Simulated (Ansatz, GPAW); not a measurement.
# Ballistic transport through benzene-1,4-dithiol between two Al chains, from relaxation to T(E), part 3 of 3

Aim: the conductance of benzene-1,4-dithiol between two Al chains after relaxation, and whether geometry, basis or functional moves it most.

GPAW 26.7.0 and Ansatz 0.2.0; Ansatz plane waves; relaxation of the junction with the lead ends held; PAW set soft_1 (the session's first sound run).

So far, transmission at the Fermi level (one spin): step 3 (plane-wave reference (PBE)) 0.0149; step 5 (GPAW, szp: basis = "szp(dzp)", PBE, GPAW) 0.0178; step 6 (minimal basis, PBE, GPAW) 0.0203; step 7 (RPBE in the dzp basis: xc = "RPBE") 0.0159; step 8 (without the relaxation: geometry = "as built", PBE, GPAW) 0.137. Also open channels of the lead at the Fermi level (one spin): 2 in steps 3, 4, 5 and 7.

### 11. Potential alignment off

Without the shift, lead and junction are matched by their Fermi levels alone.

This step: GPAW LCAO, PAW setups; Landauer transmission from Green's functions with principal layers (ASE), zero bias (GPAW 26.7.0).

run.py

```python
import json
import numpy as np
from ase import Atoms
from ase.transport.calculators import TransportCalculator
from gpaw import GPAW, FermiDirac
from gpaw.lcao.tools import get_lcao_hamiltonian
from scipy.linalg import eigh

# The junction with lead layers at both ends, along the third cell vector
device = Atoms(
    ['Al', 'Al', 'Al', 'Al', 'Al', 'Al', 'Al', 'S', 'H', 'C', 'C', 'H', 'C', 'C', 'H', 'C', 'C', 'H', 'S', 'Al', 'Al', 'Al', 'Al', 'Al', 'Al', 'Al'],
    positions=[
        [5.71513, 4.50000, 1.20000],
        [5.71513, 4.50000, 3.60000],
        [5.71513, 4.50000, 6.00000],
        [5.71513, 4.50000, 8.40000],
        [5.71513, 4.50000, 10.80000],
        [4.40427, 4.79659, 12.99334],
        [5.51360, 4.62262, 15.36355],
        [4.18074, 5.11349, 17.10148],
        [7.09493, 5.05077, 17.86699],
        [5.07053, 5.05031, 18.64466],
        [6.46849, 5.04681, 18.76166],
        [3.21589, 5.06299, 19.75314],
        [4.30412, 5.05886, 19.82307],
        [7.07784, 5.05040, 20.01402],
        [8.16606, 5.04759, 20.08399],
        [4.91341, 5.08047, 21.07546],
        [6.31137, 5.07636, 21.19208],
        [4.28757, 5.11214, 21.96973],
        [7.19981, 5.17247, 22.73485],
        [5.89009, 4.61464, 24.47029],
        [6.99813, 4.84715, 26.83784],
        [5.71513, 4.50000, 29.04109],
        [5.71513, 4.50000, 31.44109],
        [5.71513, 4.50000, 33.84109],
        [5.71513, 4.50000, 36.24109],
        [5.71513, 4.50000, 38.64109]],
    cell=[[11.43027, 0.0, 0.0], [0.0, 9.0, 0.0], [0.0, 0.0, 39.84109]],
    pbc=True)

# One principal layer of the lead: the first 4 atoms of the device
lead = Atoms(
    ['Al', 'Al', 'Al', 'Al'],
    positions=[
        [5.71513, 4.50000, 1.20000],
        [5.71513, 4.50000, 3.60000],
        [5.71513, 4.50000, 6.00000],
        [5.71513, 4.50000, 8.40000]],
    cell=[[11.43027, 0.0, 0.0], [0.0, 9.0, 0.0], [0.0, 0.0, 9.6]],
    pbc=True)

settings = dict(mode='lcao', basis='dzp', xc='PBE', h=0.2,
                occupations=FermiDirac(0.1), maxiter=250,
                mixer=dict(beta=0.1, nmaxold=8, weight=100.0),
                convergence=dict(density=0.0001))
energies = np.arange(-2, 2 + 1e-9, 0.025)
eta = 0.0001
n1, n2 = 1, 1
# k and -k transmit alike, so half of the mesh across the current serves
mesh = [(i, j) for i in range(n1) for j in range(n2) if (i, j) <= (-i % n1, -j % n2)]
weights = np.array([1 if (i, j) == (-i % n1, -j % n2) else 2 for i, j in mesh]) / (n1 * n2)

# [... helper functions left out ...]
fermi_lead = ground_state(lead, (1, 1, 12), 'lead.txt')
fermi_device = ground_state(device, (1, 1, 2), 'device.txt')
# [... loop over the mesh left out, but for ...]
        # Lead and device are aligned by their Fermi levels alone
        shift = 0.0
# [...]
kT = 8.617333e-5 * 300
bias = [0.1, 0.2, 0.5, 1.0, 1.5, 2.0]
# [... integrals and printing left out ...]
```

Launch:

```
$ OMP_NUM_THREADS=1 OPENBLAS_NUM_THREADS=1 python run.py
```

Wall time 2.4 min (1 thread of Intel Xeon Platinum 8375C at 2.90GHz (Ice Lake), shared host); peak memory 1.5 GiB.

This step gave:

```
conductance                                    : 0.01636 G₀
thermopower                                    : -20.43 μV/K
largest coupling past the next principal layer : 1.49e-15 eV
largest misfit of the first principal layer    : 0.07700 eV
shift that aligns the lead                     : 0 eV
transmission at the Fermi level (one spin)     : 0.01643
```

One spin. Table of transmission, zone mean by energy, zero at the Fermi level:

```
energy (eV)  transmission, zone mean
     -2.000                  0.00219
     -1.800                   9.5e-4
     -1.600                   7.0e-4
     -1.400                  0.00309
     -1.200                   1.1e-9
     -1.000                  1.8e-12
     -0.800                  1.8e-12
     -0.600                  1.2e-10
     -0.400                   2.0e-9
     -0.200                  0.00623
      0.000                   0.0164
      0.200                   0.0251
      0.400                   0.0365
      0.600                   0.0509
      0.800                   0.0593
      1.000                   0.0604
      1.200                   0.0612
      1.400                   0.0679
      1.600                   0.0871
      1.800                    0.131
      2.000                    0.225
```

Crossings of the lead's bands, unfolded to its shortest repeat. Open channels, zone mean against energy, zero at the Fermi level:

energy (eV), open channels, zone mean and a bar:
```
   -2.000       1.00 ##########
   -1.900       1.00 ##########
   -1.800       1.00 ##########
   -1.700       1.00 ##########
   -1.600       1.00 ##########
   -1.500       1.00 ##########
   -1.400       1.00 ##########
   -1.300       1.00 ##########
   -1.200       0.00 
   -1.100       0.00 
   -1.000       0.00 
   -0.900       0.00 
   -0.800       0.00 
   -0.700       0.00 
   -0.600       0.00 
   -0.500       0.00 
   -0.400       0.00 
   -0.300       2.00 ####################
   -0.200       2.00 ####################
   -0.100       2.00 ####################
    0.000       2.00 ####################
    0.100       2.00 ####################
    0.200       2.00 ####################
    0.300       2.00 ####################
    0.400       2.00 ####################
    0.500       2.00 ####################
    0.600       2.00 ####################
    0.700       2.00 ####################
    0.800       2.00 ####################
    0.900       2.00 ####################
    1.000       3.00 ##############################
    1.100       3.00 ##############################
    1.200       3.00 ##############################
    1.300       3.00 ##############################
    1.400       3.00 ##############################
    1.500       3.00 ##############################
    1.600       3.00 ##############################
    1.700       3.00 ##############################
    1.800       3.00 ##############################
    1.900       3.00 ##############################
    2.000       3.00 ##############################
```

Not self-consistent under bias; the bias window is split evenly. Current through one cell, from the zero-bias transmission against bias:

```
bias (V)  current through one cell, from the zero-bias transmission (μA)
   0.100                                                           0.127
   0.200                                                           0.252
   0.500                                                           0.620
   1.000                                                            1.32
   1.500                                                            2.32
   2.000                                                            3.48
```

The transmission of the three most open eigenchannels by energy, zero at the Fermi level:

```
energy (eV)  channel 1  channel 2  channel 3
     -2.000    0.00219          0          0
     -1.900    0.00172          0          0
     -1.800     9.5e-4          0          0
     -1.700     8.4e-5          0          0
     -1.600     7.0e-4          0          0
     -1.500    0.00310          0          0
     -1.400    0.00309          0          0
     -1.300     1.5e-4          0          0
     -1.200     1.1e-9          0          0
     -1.100    2.3e-11          0          0
     -1.000    1.8e-12          0          0
     -0.900          0          0          0
     -0.800    1.8e-12          0          0
     -0.700    6.5e-11          0          0
     -0.600    1.2e-10          0          0
     -0.500    1.4e-12          0          0
     -0.400     2.0e-9    5.1e-11          0
     -0.300    0.00161     2.1e-5          0
     -0.200    0.00615     7.4e-5          0
     -0.100     0.0114     1.8e-4          0
      0.000     0.0160     3.9e-4          0
      0.100     0.0200     7.4e-4          0
      0.200     0.0238    0.00127          0
      0.300     0.0281    0.00204          0
      0.400     0.0334    0.00310          0
      0.500     0.0392    0.00453          0
      0.600     0.0446    0.00637          0
      0.700     0.0479    0.00854          0
      0.800     0.0485     0.0108          0
      0.900     0.0474     0.0128    7.9e-12
      1.000     0.0469     0.0135     2.3e-5
      1.100     0.0470     0.0132     7.1e-5
      1.200     0.0486     0.0124     1.5e-4
      1.300     0.0519     0.0113     2.8e-4
      1.400     0.0577    0.00980     4.8e-4
      1.500     0.0664    0.00828     7.5e-4
      1.600     0.0791    0.00693    0.00106
      1.700     0.0976    0.00588    0.00137
      1.800      0.124    0.00515    0.00161
      1.900      0.163    0.00471    0.00176
      2.000      0.218    0.00451    0.00182
```

The conductance, 0.0164 G₀, lies 2.9 % below that of the dzp run.

### 12. Outcome

```yaml
conductance: 0.0168 G₀
transmission_at_the_fermi_level_mean_of_the_spins: 0.0170
thermopower: -18.4 μV/K
open_channels_of_the_lead_there: 2
```

In words: In the dzp basis the junction conducts 0.0168 G₀ at 300 K, with T = 0.0170 a spin at the Fermi level; the szp basis reaches that conductance within 10 %. Relaxation moved atoms by up to 1.4 Å and took the conductance from 0.134 to 0.0168 G₀, as a ratio a larger change than the step from dzp to the minimal basis. Plane waves (PBE) give T = 0.0149 there. The scatterer reflects about 99 % of the incoming channels at the Fermi level. The negative thermopower says that the thermally weighted transmission is larger above the Fermi level, as for electron-like transport. Measured against the first run (pw-pbe), the nearest curve is that of dzp (r.m.s. 0.017) and the farthest that of szp (0.16). Over the compared runs wall time goes from 87 s (sz) to 148 s (dzp), on a shared host; the plane-wave run used 4 threads and the orbital runs 1. The leads kept an estimated spacing and the cell its length, so the junction may be under some tension or compression. Semilocal functionals put molecular levels too near the Fermi level, so such conductances usually come out too high, and chain electrodes have a sharper density of states than real ones. An evenly spaced straight chain is an idealisation: free chains tend to dimerise, zigzag or, where a band edge lies near the Fermi level, turn magnetic. The currents use the zero-bias T(E) throughout, which holds only while the bias is small against the distance to the nearest feature.

[Logs are printed without paths, hosts, clocks, repeated set-up lines and the standing remarks that a program may print on its own settings, such as how far it seeks lower states.]

[Hosts, paths, dates, database ids (printed as entryN), source tags and the programs' standing remarks are cut or masked in the printed files.]
